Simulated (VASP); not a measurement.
# W (P1) in VASP: further runs

One crystal, W, is run at these levels: LDA; tasks: single point.

Everything below comes from runs of VASP 6.6.1. Logs are shortened: lines on timing, memory, paths and dates and some standing lists are left out, and cuts for length are marked.

## Step 1: The structure

The typed cell holds 16 atoms: a = 6.424 Å, b = 6.424 Å, c = 6.424 Å, α = 90.00°, β = 90.00°, γ = 90.00°.

The cell was built by a generator and needn't be a form met in nature.

## Step 2: Single point, LDA

Contents of INCAR:

```
  ALGO = Fast
  EDIFF = 1E-6
  ENCUT = 520
  ISIF = 2
  ISMEAR = -1
  LASPH = True
  LCHARG = True
  LELF = True
  LREAL = Auto
  LVHAR = True
  LWAVE = False
  NBANDS = 126
  NELM = 100
  PREC = Accurate
  SIGMA = 0.17
```

Contents of KPOINTS:

```
k-points
0
Gamma
  2 2 2
```

Contents of POSCAR:

```
W
1.0
    6.4236250000      0.0000000000      0.0000000000
    0.0000000000      6.4236250000      0.0000000000
    0.0000000000      0.0000000000      6.4236250000
W
16
Direct
    0.0450213081     -0.0277724805      0.0457996848
    0.5394150499     -0.0142598611      0.0599661406
    0.0404133180      0.4682402849      0.0502208644
    0.0328319290     -0.0282395065      0.5450349297
    0.2820525793      0.2204518477      0.2960944949
    0.5448792543      0.4634143494      0.0528829127
    0.5411897488     -0.0272431843      0.5639027808
    0.7766486991      0.2234719492      0.3001887563
    0.0423125572      0.4705442799      0.5392126720
    0.2947868221      0.7247932437      0.2997061628
    0.2902878048      0.2208410360      0.7936795812
    0.5458444414      0.4750899998      0.5484130845
    0.7958746035      0.7310046897      0.3032244255
    0.7950339567      0.2266788612      0.8004981611
    0.2826752807      0.7177878534      0.8064293915
    0.7871100819      0.7117787853      0.8111774893
```

Potentials or basis: VASP PAW LDA potentials, release 64 (W_sv).

The run is started by

```
> cat potpaw_LDA.64/W_sv/POTCAR > POTCAR
> mpirun -np 1 vasp_std > vasp.out
```

OUTCAR:

```text
EDIFF = 1E-6
   ENCUT = 520
   ISIF = 2
   ISMEAR = -1
   LASPH = True
   LREAL = Auto
   NELM = 100
   PREC = Accurate

 ion  position               nearest neighbor table
   1  0.045  0.972  0.046-  15 2.71   5 2.73  11 2.77  13 2.77  14 2.78  10 2.79  16 2.80   8 2.87
                             2 3.18   3 3.19   4 3.21   4 3.22   3 3.24   2 3.25
   2  0.539  0.986  0.060-   8 2.65   5 2.70  10 2.77  11 2.79  13 2.80  14 2.81  16 2.86  15 2.89
                             6 3.07   1 3.18   7 3.19   7 3.24   1 3.25   6 3.36
   3  0.040  0.468  0.050-   5 2.73  15 2.73  16 2.73  14 2.73  11 2.80   8 2.81  10 2.82  13 2.82
                             9 3.14   6 3.18   1 3.19   1 3.24   6 3.24   9 3.28
   4  0.033  0.972  0.545-  13 2.67   5 2.77  14 2.78   8 2.79  10 2.80  11 2.80  15 2.84  16 2.86
                             7 3.16   9 3.20   1 3.21   1 3.22   9 3.22   7 3.27
   5  0.282  0.220  0.296-   2 2.70   9 2.72   3 2.73   1 2.73   4 2.77   6 2.78  12 2.86   7 2.87
                             8 3.18  10 3.19  11 3.20  11 3.23  10 3.24   8 3.25
   6  0.545  0.463  0.053-   8 2.67  16 2.72  14 2.74   5 2.78  11 2.81  10 2.81  15 2.83  13 2.85
                             2 3.07   3 3.18  12 3.18   3 3.24  12 3.24   2 3.36
   7  0.541  0.973  0.564-  11 2.70  14 2.76   8 2.78  16 2.80  15 2.80  13 2.81  10 2.81   5 2.87
                             4 3.16   2 3.19  12 3.20  12 3.23   2 3.24   4 3.27
   8  0.777  0.223  0.300-   2 2.65   6 2.67  12 2.71   7 2.78   9 2.79   4 2.79   3 2.81   1 2.87
                            13 3.17   5 3.18  14 3.21  14 3.22   5 3.25  13 3.26
   9  0.042  0.471  0.539-   5 2.72  13 2.76  10 2.77  11 2.79   8 2.79  14 2.79  15 2.80  16 2.85
                             3 3.14  12 3.19   4 3.20   4 3.22  12 3.24   3 3.28
  10  0.295  0.725  0.300-   2 2.77   9 2.77  12 2.78   1 2.79   4 2.80   6 2.81   7 2.81   3 2.82
                            15 3.17   5 3.19  13 3.21  13 3.22   5 3.24  15 3.26
  11  0.290  0.221  0.794-   7 2.70   1 2.77   2 2.79   9 2.79   3 2.80  12 2.80   4 2.80   6 2.81
                            14 3.18  15 3.19   5 3.20   5 3.23  15 3.23  14 3.24
  12  0.546  0.475  0.548-   8 2.71  16 2.75  10 2.78  14 2.78  13 2.79  11 2.80  15 2.83   5 2.86
                             6 3.18   9 3.19   7 3.20   7 3.23   9 3.24   6 3.24
  13  0.796  0.731  0.303-   4 2.67   9 2.76   1 2.77  12 2.79   2 2.80   7 2.81   3 2.82   6 2.85
                            16 3.16   8 3.17  10 3.21  10 3.22   8 3.26  16 3.27
  14  0.795  0.227  0.800-   3 2.73   6 2.74   7 2.76   4 2.78  12 2.78   1 2.78   9 2.79   2 2.81
                            16 3.12  11 3.18   8 3.21   8 3.22  11 3.24  16 3.31
  15  0.283  0.718  0.806-   1 2.71   3 2.73   9 2.80   7 2.80   6 2.83  12 2.83   4 2.84   2 2.89
                            10 3.17  16 3.18  11 3.19  11 3.23  16 3.24  10 3.26
  16  0.787  0.712  0.811-   6 2.72   3 2.73  12 2.75   1 2.80   7 2.80   9 2.85   2 2.86   4 2.86
                            14 3.12  13 3.16  15 3.18  15 3.24  13 3.27  14 3.31

  LATTYP: Found a simple cubic cell.
 ALAT       =     6.4236250000

  Lattice vectors:

 A1 = (   6.4236250000,   0.0000000000,   0.0000000000)
 A2 = (   0.0000000000,   6.4236250000,   0.0000000000)
 A3 = (   0.0000000000,   0.0000000000,   6.4236250000)

Analysis of symmetry for initial positions (statically):
=====================================================================
 Subroutine PRICEL returns:
[... 158 lines left out ...]
   LORBIT       =      0    0 simple, 1 ext, 2 COOP (PROOUT), +10 PAW based schemes
   GGA     = CA    functional components
   LHFCALC =     F    Hartree Fock is set to
   AEXX    =    0.0000 exact exchange contribution
   IVDW    =     0    specifies the selected vdW correction
   LEPSILON=     F    determine dielectric tensor
   LRPA    =     F    only Hartree local field effects (RPA)
 non-spin polarized calculation
 RMM-DIIS sequential band-by-band and
  energy-cutoff  :      520.00
  volume of cell :      265.06
 maximum number of plane-waves:      7184
 NGX is ok and might be reduce to    48
   NGX = 23   NGY = 23   NGZ = 23

 number of electron     224.0000004 magnetization

 Free energy of the ion-electron system (eV)
  ---------------------------------------------------
  ext. energy  EPLUGINS =         0.00000000
  ---------------------------------------------------
  free energy    TOTEN  =      -224.82274393 eV

  energy without entropy =     -224.07710067  energy(sigma->0) =     -224.44992230

 E-fermi :  10.5538     XC(G=0): -13.5707

 val. band max:       10.3788459002   @ k =   0.0000   0.0000   0.0000
 cond. band min:      10.6896642369   @ k =   0.5000   0.5000   0.0000
 fundamental gap:      0.3108183367
 Fermi energy:        10.5537955660

 k-point     1 :       0.0000    0.0000    0.0000
  band No.  band energies     occupation
      1     -63.0483      2.00000
      2     -62.9521      2.00000
      3     -62.9515      2.00000
      4     -62.9490      2.00000
      5     -62.9451      2.00000
      6     -62.9434      2.00000
[... 1005 lines left out ...]
    123      12.8506      0.00000
    124      12.9139      0.00000
 [bands above 124 left out]

------------------------ aborting loop because EDIFF is reached ----------------------------------------

  FORCE on cell =-STRESS in cart. coord.  units (eV):
  Direction    XX          YY          ZZ          XY          YZ          ZX
  --------------------------------------------------------------------------------------
  -------------------------------------------------------------------------------------
  Total      -32.9360758    -32.2062677    -33.2321403     -0.0093135      0.5583694      0.1177248
  in kB     -199.0865391   -194.6751156   -200.8761408     -0.0562964      3.3751388      0.7116034
  external PRESSURE =    -198.2125985 kB  Pullay stress =       0.0000000 kB

 VOLUME and BASIS-vectors are now :
 -----------------------------------------------------------------------------
  energy-cutoff  :      520.00
  volume of cell :      265.06
      direct lattice vectors                 reciprocal lattice vectors
     6.423625000  0.000000000  0.000000000     0.155675339  0.000000000  0.000000000
     0.000000000  6.423625000  0.000000000     0.000000000  0.155675339  0.000000000
     0.000000000  0.000000000  6.423625000     0.000000000  0.000000000  0.155675339

 POSITION                                       TOTAL-FORCE (eV/Angst)
 -----------------------------------------------------------------------------------
      0.28920      6.24522      0.29420        -0.582998     -0.076946      0.206135
      3.46500      6.33202      0.38520         0.008477     -1.451499     -0.616393
      0.25960      3.00780      0.32260         0.050893      0.264359     -0.083613
      0.21090      6.24223      3.50110         0.559124     -0.029276      0.470821
      1.81180      1.41610      1.90200         0.364974      0.176345      0.373090
      3.50010      2.97680      0.33970        -0.696056      1.170077     -0.185746
[... 8 lines left out ...]
      1.81580      4.61080      5.18020         0.651881      0.215091     -0.499577
      5.05610      4.57220      5.21070         0.139336      0.953123     -0.638495
 -----------------------------------------------------------------------------------
    total drift:                                0.001143      0.000802      0.000491

  FREE ENERGIE OF THE ION-ELECTRON SYSTEM (eV)
  ---------------------------------------------------
  free  energy   TOTEN  =      -224.8227439332 eV

  energy  without entropy=     -224.0771006731  energy(sigma->0) =     -224.44992230
```

OSZICAR:

```text
N       E                     dE             d eps       ncg     rms          rms(c)
DAV:   1     0.342834682883E+04    0.34283E+04   -0.12751E+05  2016   0.210E+03
DAV:   2     0.595566555591E+02   -0.33688E+04   -0.33128E+04  2016   0.707E+02
DAV:   3    -0.216857877084E+03   -0.27641E+03   -0.26086E+03  2298   0.173E+02
DAV:   4    -0.234733338569E+03   -0.17875E+02   -0.16844E+02  2402   0.341E+01
[... 16 lines left out ...]
RMM:  21    -0.224822739736E+03   -0.13420E-05   -0.13220E-05   574   0.805E-04    0.484E-05
RMM:  22    -0.224822741006E+03   -0.12692E-05   -0.12516E-05   520   0.753E-04    0.282E-05
RMM:  23    -0.224822742068E+03   -0.10624E-05   -0.10462E-05   497   0.721E-04    0.373E-05
RMM:  24    -0.224822743094E+03   -0.10262E-05   -0.10133E-05   431   0.687E-04    0.375E-05
RMM:  25    -0.224822743933E+03   -0.83892E-06   -0.82731E-06   407   0.673E-04
   1 F= -.22482274E+03 E0= -.22444992E+03  d E =-.745643E+00
```

It took 3.6 min on 1 thread of Intel Xeon 6975P-C (Granite Rapids), shared host; peak memory 0.35 GiB.

The run converged, but a check on its numbers failed (symmetry, net force, bounds or a known fault of this set-up), so they aren't taken as properties of the crystal.

Caveat: the k mesh is coarse (spacing up to 0.49 Å⁻¹), so the values aren't converged; the mesh shows a gap though the element is a metal; forces of over 1 eV/Å show positions far from the minimum, so gaps and moduli don't describe the material at rest.

[end of part 1 of 2]
